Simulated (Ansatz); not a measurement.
## MgO, space group P6_3mc: a comparison of functionals at one structure, step by step

Computed with Ansatz 0.2.0, Python API.

Run as a notebook:

```python
import ansatz as az
from tabulate import tabulate
```

```python
system = (
    az.Lattice.of((3.30779, 0.0, 0.0), (-1.65389, 2.86463, 0.0), (0.0, 0.0, 4.98288))
    .atom('Mg', (1 / 3, 2 / 3, 0.00216))
    .atom('Mg', (2 / 3, 1 / 3, 0.50216))
    .atom('O', (1 / 3, 2 / 3, 0.40244))
    .atom('O', (2 / 3, 1 / 3, 0.90244))
)
```

```python
setup = system.calculation().kpoints(6, 6, 4, center='gamma').occupations('fixed').stress().band_table()
```

```python
rows = []
for value in ['pbesol', 'blyp', 'lda']:
    rep = setup.functional(value).run(threads=1, pin='off').report
    rows.append((value, rep['free_energy_ev'] / len(rep['lattice']['sites']), rep['n_iterations'], sum(rep['stress_gpa'][i][i] for i in range(3)) / 3, rep['gap_by_band_count_ev'], rep['n_kpoints']))
```

    DeckWarning: basis.ecutwfc = 420 eV, auto-derived from the records' recommended cutoffs: set by Mg (normal level)

```python
print(tabulate(rows, headers=['functional', 'F/atom (eV)', 'iterations', 'P (GPa)', 'gap by band count (eV)', 'k-points'], floatfmt='.4f', tablefmt='simple'))
```

    functional      F/atom (eV)    iterations    P (GPa)    gap by band count (eV)    k-points
    ------------  -------------  ------------  ---------  ------------------------  ----------
    pbesol           -1237.8194             6     0.3462                    3.3447          21
    blyp             -1249.6931             6     4.6908                    3.7362          21
    lda              -1229.8878             6    -4.2598                    3.3591          21

From lowest to highest: LDA (-4.3 GPa), PBEsol (0.3 GPa) and BLYP (4.7 GPa). At a fixed cell a lower pressure usually means a smaller equilibrium volume, so LDA prefers the smallest cell and BLYP the largest. Gaps by band count in the reports: PBEsol 3.34 eV, BLYP 3.74 eV and LDA 3.36 eV (Kohn-Sham values on this mesh, as a rule under measured gaps).

Notes:
- Semilocal gaps usually lie well under measured ones.
- Pressure is positive in compression.
- The structure comes from a database of computed cells and needn't be a stable or known phase.
- Gaps and levels are Kohn-Sham values on a finite set of k-points.
- Warnings are shown shortened and without file and line.
- Total energies of different functionals can't be compared; pressures, moments and gaps at this one structure can.
- Run time: 4.4 s on 1 thread of Intel(R) Xeon(R) Processor @ 2.30GHz (shared host), peak memory 0.47 GiB.
